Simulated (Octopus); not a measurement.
# RbBr under changes of volume

One of the cells (40.248 Å³/atom); the others are scaled copies at fixed shape and fractional positions:

```
Rb Br
1.0
     0.00000    3.42700    3.42700
     3.42700    0.00000    3.42700
     3.42700    3.42700    0.00000
Rb Br
1 1
Cartesian
  0.0000 0.0000 0.0000
  3.4270 3.4270 3.4270
```

| Property | Result |
| --- | --- |
| Program | Octopus 16.4 |
| Functional | PBEsol |
| Potentials or basis | pseudodojo_pbesol (PseudoDojo 0.4, PBEsol) |
| Grid spacing | 0.173 Å |
| k mesh | 7 × 7 × 7 |
| Occupations | fermi-dirac, width 0.05 eV |
| Spin | no spin polarisation |

| volume (Å³/atom) | energy over the lowest point (meV/atom) | gap on the mesh (eV) |
| --- | --- | --- |
| 37.833 | ? | ? |
| 38.638 | 1.61 | 4.31 |
| 39.443 | 0.05 | 4.26 |
| 40.248 | 0.00 | 4.21 |
| 41.053 | 1.46 | 4.17 |
| 41.858 | 4.05 | 4.13 |
| 42.663 | 7.15 | 4.09 |

**Question.** What does the run at 37.833 Å³/atom give?

**Answer.** Energy over the lowest point 4.81 meV/atom; gap on the mesh 4.36 eV.

Worked out: A Birch-Murnaghan fit of order 3 (a polynomial in V^(-2/3)) to the other rows has its minimum at 39.79 Å³/atom with B0 = V·E''(V) = 15.4 GPa (rough, since the energies scatter). It gives 5.51 meV/atom at 37.833 Å³/atom, against the run's 4.81. A straight line through the other rows of the gap, of slope -2.21 eV per unit of ln V (its deformation potential), extrapolates to 4.35 eV, against the run's 4.36.

Energies are extrapolated to zero smearing.

Caveats: an odd mesh through Γ misses points on the zone boundary, where band edges often lie (some runs). Spin-orbit coupling on Br, Rb is left out.
